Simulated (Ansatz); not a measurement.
## MgO: moving O off its site

MgO, Fm-3m, a = 4.270 Å (as given, not relaxed at this level: -7.1 GPa). Ansatz: r2SCAN, PAW, 500 eV, Γ-centred 10×10×10 mesh on 2 atoms, Gaussian smearing 0.05 eV; no spin polarisation.

```
Mg O
1.0
     0.00000    2.13515    2.13515
     2.13515    0.00000    2.13515
     2.13515    2.13515    0.00000
Mg O
1 1
Direct
  0.00000 0.00000 0.00000
  0.50000 0.50000 0.50000
```

Atom 2 (O) moves by x along the unit vector (0.000, 0.000, -1.000), with its periodic images; all else is held. y is the free energy of the cell over the start, F the force along the path summed over the moved atoms. Symmetry makes y even in x.

```
  x (Å) y (meV) F (eV/Å)
-0.1000    23.20      0.48
-0.0500        ?         ?
 0.0000     0.00      0.00
 0.0125     0.35     -0.06
 0.0250     1.40     -0.11
 0.0375     3.16     -0.17
 0.0625     8.86     -0.29
 0.0750    12.84     -0.35
 0.0875    17.61     -0.41
```

Question: Fit y = c2 x² + c4 x⁴ to the energies of the other rows, give the force constant, and predict energy and force of the missing row.

Answer: Least squares on the rows shown. y = 2234.9 x² + 8513.0 x⁴. The force constant is 2 c2 = 4.47 eV/Å², for the cell as given, at -7.1 GPa (for all images moving together, not for a lone atom). With two atoms in a cubic cell this is the optical mode at Γ without the LO field: ω = 521.5 √(2 c2/μ) = 355 cm⁻¹ for μ = 9.65 u. The force −dy/dx at the missing row is 0.23 eV/Å (computed 0.23). At x = -0.0500 the fit asked for gives 5.64 meV. The run gave 5.64 meV, the same to the digits shown.